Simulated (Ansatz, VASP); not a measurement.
## Os in VASP and in Ansatz

```xyz
2
Lattice="2.7341 0.0000 0.0000 -1.3671 2.3678 0.0000 0.0000 0.0000 4.3197" Properties=species:S:1:pos:R:3 pbc="T T T"
Os    1.3671    0.7893    3.2398
Os    0.0000    1.5785    1.0799
```

Alike in both runs: task single point; functional PBE; k mesh 11 × 11 × 6; occupations gaussian, width 0.05 eV; no spin polarisation.

|  | VASP | Ansatz |
| --- | --- | --- |
| version | VASP 6.6.1 | Ansatz 0.2.0 |
| potentials or method | VASP PAW PBE potentials, release 64 (Os) | Ansatz PAW |
| plane-wave cutoff (eV) | 520 | 420 |
| valence electrons in the cell | 16 | 32 |

Ansatz gave:

- gap on the k mesh at the Fermi level (eV): none
- pressure (GPa): 8.8
- largest component of the traceless stress (GPa): 0.28

**Question.** What did VASP give for the same quantities?

**Answer.** gap on the k mesh at the Fermi level (eV): none; pressure (GPa): 8.8; largest component of the traceless stress (GPa): 0.19.

A gap of «none» marks a metal or a gap that the smearing closes. The two sets of potentials don't hold the same shells in valence.

Spin-orbit coupling is left out, which matters for the levels of Os.
